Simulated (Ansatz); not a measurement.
**SiO2 — O-17 nuclear quadrupole resonance**

Cell: a Materials Project structure (computed, not necessarily an observed phase), taken as it stands.

Space group P4_2/nbc:1 (No. 133); a = 8.9864, c = 8.0713 Å.

```
site  Wyckoff  site symmetry       x       y       z
  Si      16k              1  0.2825  0.5554  0.4372
 O17       8j            ..2  0.8697  0.3697  0.5000
 O18      16k              1  0.8235  0.9164  0.9435
 O21       8h            .2.  0.5000  0.2617  0.7500
```

One atom of each set is listed.

Computed with Ansatz: DFT, PBE, plane waves and PAW, scalar-relativistic, 420 eV cutoff, Γ-centred 3×3×3 k-points, Fermi–Dirac smearing 0.02 eV.

O-17: I = 5/2, Q = -25.58 mb (year-2017 value). Static lattice, zero field.

(1) At which frequencies do the O-17 NQR lines lie?

Answers

(1) For I = 5/2 and η = 0 the lines are 3|C_Q|/20 and twice that; η pulls their ratio below 2.

| site | atoms | V_zz (10²¹ V/m²) | C_Q (MHz) | η | line frequencies (MHz) |
| --- | --- | --- | --- | --- | --- |
| O17 | 8 | 9.42 | -5.83 | 0.13 | 0.890, 1.74 |
| O18 | 16 | 8.96 | -5.54 | 0.23 | 0.879, 1.65 |
| O21 | 8 | 10.10 | -6.24 | 0.00 | 0.937, 1.87 |

At O17 and O18 V_zz runs parallel to the line that joins its two neighbours (within 1°) in each case. At O21 V_zz points along the line of its two bonds (within 1°).

At this cell the PBE pressure is 5 GPa, so with PBE the cell would grow if it were relaxed. The entry's cell may itself be off. The largest force is 0.4 eV/Å, so the atoms aren't at the calculated equilibrium and relaxing them would move these values.
